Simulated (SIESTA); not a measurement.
A run of SIESTA 5.4.2 is set up as follows.

Contents of Hf.fdf:

```
SystemName                      Hf
SystemLabel                     Hf
NumberOfSpecies                 1
NumberOfAtoms                   1
%block ChemicalSpeciesLabel
  1  72 Hf
%endblock ChemicalSpeciesLabel

LatticeConstant                 1.0 Ang
%block LatticeVectors
    -1.8050000000     1.8050000000     1.8050000000
     1.8050000000    -1.8050000000     1.8050000000
     1.8050000000     1.8050000000    -1.8050000000
%endblock LatticeVectors
AtomicCoordinatesFormat         Fractional
%block AtomicCoordinatesAndAtomicSpecies
     0.0000000000     0.0000000000     0.0000000000  1  Hf
%endblock AtomicCoordinatesAndAtomicSpecies

%block kgrid.MonkhorstPack
   10   0   0  0.0
    0  10   0  0.0
    0   0  10  0.0
%endblock kgrid.MonkhorstPack
XC.Functional                   LDA
XC.Authors                      PW92
PAO.BasisSize                   DZP
PAO.EnergyShift                 0.003 Ry
Mesh.Cutoff                     800 Ry
OccupationFunction              FD
ElectronicTemperature           0.05 eV
MaxSCFIterations                120
SCF.MustConverge                false
SCF.Mixer.Method                Pulay
SCF.Mixer.Weight                0.25
SCF.Mixer.History               8
SCF.DM.Tolerance                5.0e-05
SCF.H.Tolerance                 1.0e-03 eV
WriteForces                     true
Charge.Mulliken                 end
BandLinesScale                  ReciprocalLatticeVectors
%block BandLines
    1    0.000000   0.000000   0.000000  \Gamma
   17    0.500000  -0.500000   0.500000  H
   12    0.000000   0.000000   0.500000  N
   12    0.000000   0.000000   0.000000  \Gamma
   15    0.250000   0.250000   0.250000  P
   15    0.500000  -0.500000   0.500000  H
    1    0.250000   0.250000   0.250000  P
    9    0.000000   0.000000   0.500000  N
%endblock BandLines
%block PAO.Basis
  Hf 5
  n=5 0 2
    3.241 0.000
  n=6 0 2
    8.098 0.000
  n=5 1 2
    3.929 0.000
  n=6 1 1
    8.098
  n=5 2 2
    7.811 0.000
%endblock PAO.Basis
```

Potentials or basis: PseudoDojo 0.4 standard (LDA files), DZP (energy shift 0.003 Ry; two zetas on semicore shells).

Command:

```bash
$ siesta Hf.fdf > Hf.out 2>&1
```

Question: Predict the pressure.

Answer: -13.8 GPa.

Question: Predict the band gap on the k mesh.

Answer: None (metal or under the smearing width).

Levels at the corners of the path, in eV from the Fermi level:
| point | band 2 | band 3 | band 4 | band 5 | band 6 | band 7 | band 8 | band 9 | band 10 | band 11 |
| --- | --- | --- | --- | --- | --- | --- | --- | --- | --- | --- |
| Γ | -29.99 | -29.99 | -29.99 | -6.87 | 1.39 | 1.39 | 1.39 | 4.13 | 4.13 | 29.56 |
| H | -30.48 | -30.48 | -30.48 | -2.39 | -2.39 | 6.31 | 6.31 | 6.31 | 7.62 | 7.62 |
| N | -30.69 | -30.21 | -29.98 | -3.26 | -0.49 | 1.03 | 3.92 | 4.82 | 7.08 | 9.66 |
| Γ | -29.99 | -29.99 | -29.99 | -6.87 | 1.39 | 1.39 | 1.39 | 4.13 | 4.13 | 29.56 |
| P | -30.34 | -30.34 | -30.34 | -0.64 | -0.64 | -0.64 | 4.91 | 4.91 | 7.87 | 11.12 |
| H | -30.48 | -30.48 | -30.48 | -2.39 | -2.39 | 6.31 | 6.31 | 6.31 | 7.62 | 7.62 |
| P | -30.34 | -30.34 | -30.34 | -0.64 | -0.64 | -0.64 | 4.91 | 4.91 | 7.87 | 11.12 |
| N | -30.69 | -30.21 | -29.98 | -3.26 | -0.49 | 1.03 | 3.92 | 4.82 | 7.08 | 9.66 |

Caveat: short orbitals over semicore shells can move pressures by several GPa; spin-orbit coupling is left out, which moves the levels of the heavy elements; the basis of atomic orbitals isn't converged, which shifts pressures, moduli and gaps.
